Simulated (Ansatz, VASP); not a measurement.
## One calculation of WC, two programs

Contents of INCAR:

```
PREC = Accurate
ENCUT = 520
EDIFF = 1E-6
ISMEAR = -1
SIGMA = 0.08
LREAL = False
LASPH = True
NELM = 60
ALGO = Normal
ISIF = 2
LWAVE = False
LCHARG = False
GGA = PE
NBANDS = 16
```

File KPOINTS:

```
regular mesh
0
Gamma
  15 15 15
```

Contents of POSCAR:

```
WC
1.0
    2.3501257693      0.0000000000      0.0000000000
    0.0000000000      2.3501257693      0.0000000000
    0.0000000000      0.0000000000      2.3501257693
W C
1 1
Direct
    0.0000000000      0.0000000000      0.0000000000
    0.5000000000      0.5000000000      0.5000000000
```

Input for Ansatz:

```yaml
crystal:
  lattice:
    - [2.3501257693, 0.0, 0.0]
    - [0.0, 2.3501257693, 0.0]
    - [0.0, 0.0, 2.3501257693]
  atoms:
    - { symbol: W, position: [0.0, 0.0, 0.0] }
    - { symbol: C, position: [0.5, 0.5, 0.5] }
kpoints:
  mp_grid: { grid: [15, 15, 15] }
scf:
  occupations: { method: fermi_dirac, width: 0.08 }
hamiltonian:
  xc: pbe
  pseudopotentials: { kind: paw }
output:
  forces: true
  stress: true
  eigenvalues: true
  write_density: true
  write_potential: true
  elf: true
  volumetric_format: npy
basis:
  ecutwfc: 800
```

Change from the starting cell: volume scaled by 0.64, PAW files, ecut 800.

Alike in both runs: task single point; functional PBE; k mesh 15 × 15 × 15; occupations fermi-dirac, width 0.08 eV; no spin polarisation.

|  | VASP | Ansatz |
| --- | --- | --- |
| version | VASP 6.6.1 | Ansatz 0.2.0 |
| potentials or method | VASP PAW PBE potentials, release 64 (W_sv, C) | PAW with Ansatz's default frozen-core files, scalar-relativistic |
| plane-wave cutoff (eV) | 520 | 800 |
| valence electrons in the cell | 18 | 18 |

```tsv
	VASP	Ansatz	Ansatz less VASP
pressure (GPa)	421.8	409.5	-12.26
```

Caveats: the cell as given lies far from equilibrium; so large a pressure means that the cell lies far from this level's equilibrium, or that cutoff or potentials fall short (VASP). The runs have no spin-orbit coupling, so splittings on W are missing.
